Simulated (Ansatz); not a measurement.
**KCl: from a migration barrier to a jump rate**

These are results of DFT PBEsol, scalar-relativistic, plane waves, PAW in Ansatz, not measurements. Cutoff 420 eV, Γ-centred 4×4×4 k-points, Gaussian smearing of 0.05 eV. No spin polarisation.

In a supercell of 16 sites an atom of Cl jumps into a neighbouring Cl vacancy, a = 4.41 Å from site to site in the perfect crystal, with a cell charge of +1 (uniform background, no finite-size correction). The half-way point, relaxed in its symmetry, lies 0.688 eV above the relaxed vacancy. Take it as the barrier; the order of the saddle wasn't checked, and the cell is small.

**Question.** With an assumed attempt frequency of 10¹³ s⁻¹, how often does the jump happen, and how fast does the vacancy diffuse?

**Answer.** Transition-state theory gives Γ = ν exp(−E/k_BT), and one such jump direction contributes Γa²/6 to the vacancy's diffusion coefficient averaged over directions:

```
T (K) E/k_BT      Γ (1/s)  Γa²/6 (cm²/s)
  300    26.6   2.8 × 10^1   9.0 × 10^-15
  600    13.3   1.7 × 10^7    5.4 × 10^-9
 1000     8.0   3.4 × 10^9    1.1 × 10^-6
 1500     5.3  4.9 × 10^10    1.6 × 10^-5
```

The rate reaches one jump a second at T = E/(k_B ln 10¹³) = 267 K. The number of equivalent jumps multiplies D if they link up through the crystal; a hop between two sites alone gives no long-range diffusion, which then waits on a higher barrier. In either case the atoms' own diffusion carries the vacancy concentration and a correlation factor besides. Rows above the melting point are formal, and so are rows where E/k_BT falls under about 3, since the theory needs rare jumps.

**Question.** How much does an error of 0.1 eV in the barrier matter?

**Answer.** It multiplies the rate by exp(0.1 eV/k_BT): 48 at 300 K and 3.2 at 1000 K, more than the usual doubt about ν at low temperature.

Cost: 2 runs of about 7.9 core-minutes in all, on Arm Neoverse V1 (shared hosts).